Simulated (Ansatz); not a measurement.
# PbTe (CsCl type): other levels of theory at one geometry

Task: rerun one cell of PbTe (CsCl type) with changes to the functional and spin–orbit coupling, and weigh what each level gives against its time. The cell was built by placing the elements on the sites of a structure type; the runs don't test whether it is the stable form.

Computed with Ansatz 0.2.0 (DFT at several levels, plane waves, PAW, unless a step's input says otherwise).

2 further runs of the same task are left out: 2 that didn't finish.

## Step 1: The structure to begin with

The structure is cubic, space group Pm-3m (No. 221). Conventional cell: a = 4.005 Å, b = 4.005 Å, c = 4.005 Å, α = 90.00°, β = 90.00°, γ = 90.00°. Around Pb (site symmetry m-3m) lie 8 Te at 3.47 Å. Te (site symmetry m-3m) is surrounded by 8 Pb at 3.47 Å.

Coordinates:

```xyz
2
Lattice="4.0054 0.0000 0.0000 0.0000 4.0054 0.0000 0.0000 0.0000 4.0054" Properties=species:S:1:pos:R:3 pbc="T T T"
Pb    0.0000    0.0000    0.0000
Te    2.0027    2.0027    2.0027
```

This cell comes from an earlier session at PBE: 32.130 Å³/atom at -0.05 GPa, on a 8×8×8 mesh, a metal on this mesh.

Levels to run: PBE+SOC; r²SCAN; PBEsol; LDA. Hardware: 2 threads of Arm Neoverse V2, shared host.

## Step 2: PBE+SOC

File input.yaml:

```yaml
crystal:
  lattice:
    - [4.0053937448, 0.0, 0.0]
    - [0.0, 4.0053937448, 0.0]
    - [0.0, 0.0, 4.0053937448]
  atoms:
    - { symbol: Pb, position: [0.0, 0.0, 0.0] }
    - { symbol: Te, position: [0.5, 0.5, 0.5] }
basis:
  ecutwfc: 420
  ecutrho_ratio: 4
kpoints:
  mp_grid: { grid: [8, 8, 8] }
hamiltonian:
  xc: pbe
scf:
  occupations: { method: gaussian, width: 0.05 }
output:
  forces: true
  stress: true
  eigenvalues: true
  populations: true
  dos: { projected: true, de: 0.02 }
  write_density: true
  write_potential: true
  elf: true
  volumetric_format: npy
magnetization:
  noncollinear: true
  spin_orbit: true
```

Started as:

```console
$ ansatz run input.yaml --threads 2 --pin off --max-ram 2662MiB --backend cpu --events-out ev --progress --plain --runs-dir out
```

After this run come: r²SCAN; PBEsol; LDA.

What does the calculation give? Wanted: for each run, pressure.

As calculated:

| level | mesh | gap on the mesh (eV) | pressure (GPa) | time |
| --- | --- | --- | --- | --- |
| PBE | 8×8×8 | metal | 0.0 | 8.1 s* |
| LDA | 8×8×8 | metal | -3.9 | 1.5 s |
| PBEsol | 8×8×8 | metal | -2.7 | 1.5 s |
| PBE+SOC | 8×8×8 | metal | 0.1 | 11 s* |
| r²SCAN | 8×8×8 | metal | -0.4 | 3.6 s |

Times are on 2 threads of Arm Neoverse V2, shared host. * Includes bands or densities of states.

The pressure runs from -3.9 GPa (LDA) to 0.1 GPa (PBE+SOC); a negative pressure means that level wants a smaller cell, a positive one a larger cell. Every level gives a metal. Total energies of different levels have different zeros and can't be compared.
